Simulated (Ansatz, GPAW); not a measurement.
## HfC: programs and potentials compared

```
Hf C
1.0
     0.00000    2.32500    2.32500
     2.32500    0.00000    2.32500
     2.32500    2.32500    0.00000
Hf C
1 1
Direct
  0.50000 0.50000 0.50000
  0.00000 0.00000 0.00000
```

Alike in all runs: task single point; functional PBE; k mesh 10 × 10 × 10; occupations gaussian, width 0.016 eV; no spin polarisation; no spin-orbit coupling. Pressure is positive in compression and, in plane waves, holds the error of the finite cutoff, which Ansatz's Pulay term estimates and takes out.

```json
{"program and potentials": "Ansatz, Ansatz PAW", "plane-wave cutoff (eV)": "420", "notes": "15 valence electrons an atom on average; Pulay term of +0.24 GPa included", "band gap (eV)": "no gap", "pressure (GPa)": "0.21"}
{"program and potentials": "GPAW, GPAW PAW data sets (gpaw-data 1.2.1)", "plane-wave cutoff (eV)": "800", "notes": "8 valence electrons an atom on average", "band gap (eV)": "no gap", "pressure (GPa)": "1.27"}
{"program and potentials": "Ansatz, all-electron LAPW, scalar-relativistic", "plane-wave cutoff (eV)": "-", "notes": "-", "band gap (eV)": "no gap", "pressure (GPa)": "0.26"}
```

None finds a gap. The pressure spans 0.21 (Ansatz, Ansatz PAW) to 1.27 GPa (GPAW, GPAW PAW data sets (gpaw-data 1.2.1)), with all-electron results at 0.26.

Differences between rows come from potentials, basis sets and numerical settings, since the functional is the same but for its coding. Runs on potential files found faulty are left out.
